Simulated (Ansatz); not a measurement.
SnO₂: moving Sn off its site

SnO₂, I4_1/amd, a = 4.000 Å, c = 10.247 Å (as given, not relaxed at this level: -3.9 GPa, forces to 0.19 eV/Å). This isn't the usual stable structure of the compound. Ansatz: LDA, PAW, 420 eV, Γ-centred 10×10×10 mesh on 6 atoms, Gaussian smearing 0.05 eV; no spin polarisation.

```
CELL_PARAMETERS angstrom
-2.00007 2.00007 5.12368
2.00007 -2.00007 5.12368
2.00007 2.00007 -5.12368
ATOMIC_POSITIONS crystal
Sn 0.75000 0.25000 0.50000
Sn 0.00000 0.00000 0.00000
O 0.79652 0.79652 0.00000
O 0.95348 0.45348 0.50000
O 0.20348 0.20348 0.00000
O 0.54652 0.04652 0.50000
```

Atom 1 (Sn) moves by x along the unit vector (0.000, -0.615, -0.788), with its periodic images; all else is held. y is the free energy of the cell over the start, F the force along the path summed over the moved atoms.

| x (Å) | y (meV) | F (eV/Å) |
| --- | --- | --- |
| -0.1000 | 103.6 | 2.04 |
| -0.0750 | ? | ? |
| -0.0500 | 26.4 | 1.05 |
| -0.0250 | 6.7 | 0.53 |
| 0.0000 | 0.0 | 0.00 |
| 0.0250 | 6.8 | -0.55 |
| 0.0500 | 27.7 | -1.12 |
| 0.0750 | 63.2 | -1.72 |
| 0.0875 | 86.7 | -2.03 |
| 0.1000 | 114.0 | -2.35 |

**Question.** Fit y = c2 x² + c3 x³ + c4 x⁴ to the energies of the other rows, give the force constant, and predict energy and force of the missing row.

**Answer.** Least squares on the rows shown. y = 10800 x² + 5210 x³ + 7676 x⁴. The force constant is 2 c2 = 21.6 eV/Å², for the cell as given, at -3.9 GPa (for all images moving together, not for a lone atom). The force −dy/dx at the missing row is 1.55 eV/Å (computed 1.55). At x = -0.0750 the fit asked for gives 58.8 meV. The run gave 58.8 meV, the same to the digits shown.